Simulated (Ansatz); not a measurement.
# Pd (Pd, bcc): the cost of one run

Computed with Ansatz 0.2.0 (DFT PBE, plane waves (420 eV) with PAW, scalar-relativistic, unless a step says otherwise).

### Step 1. Starting point

Symmetry: Im-3m, No. 229, cubic system. Conventional cell: a = 3.087 Å, b = 3.087 Å, c = 3.087 Å, α = 90.00°, β = 90.00°, γ = 90.00°. Around Pd (site symmetry m-3m) lie 8 Pd at 2.67 Å.

Coordinates:

```
Pd
1.0
     3.08734    0.00000    0.00000
     0.00000    3.08734    0.00000
     0.00000    0.00000    3.08734
Pd
2
Direct
  0.00000 0.00000 0.00000
  0.50000 0.50000 0.50000
```

The atoms start with moments of +0.5, -0.5 μB.

### Step 2. Relaxing cell and atoms

input.yaml reads:

```yaml
crystal:
  lattice:
    - [3.087336306, 0.0, 0.0]
    - [0.0, 3.087336306, 0.0]
    - [0.0, 0.0, 3.087336306]
  atoms:
    - { symbol: Pd, position: [0.0, 0.0, 0.0], spin: 0.5 }
    - { symbol: Pd, position: [0.5, 0.5, 0.5], spin: -0.5 }
hamiltonian:
  xc: pbe
  pseudopotentials:
    kind: paw
    azcp:
      Pd: "pseudopotentials/Pd.paw.azcp"
basis:
  ecutwfc: 420
  fft_grid_basis: typed
kpoints:
  mp_grid: { grid: [10, 10, 10], shift: [0, 0, 0] }
magnetization:
  spin_polarized: true
scf:
  occupations: { method: fermi_dirac, width: 0.05 }
relax:
  max_steps: 60
  f_tol: 0.01
  cell: {}
output:
  write_density: true
  write_potential: true
  elf: true
  volumetric_format: npy
```

Run with:

```bash
ansatz run input.yaml --threads 1 --pin off --max-ram 3584MiB --backend cpu --events-out ev --progress --plain --runs-dir out
```

What time and memory should one allow on 1 thread of Intel Xeon Platinum 8259CL at 2.50GHz (Skylake/Cascade Lake), shared host?

About 21 s, with a peak of 0.45 GiB.
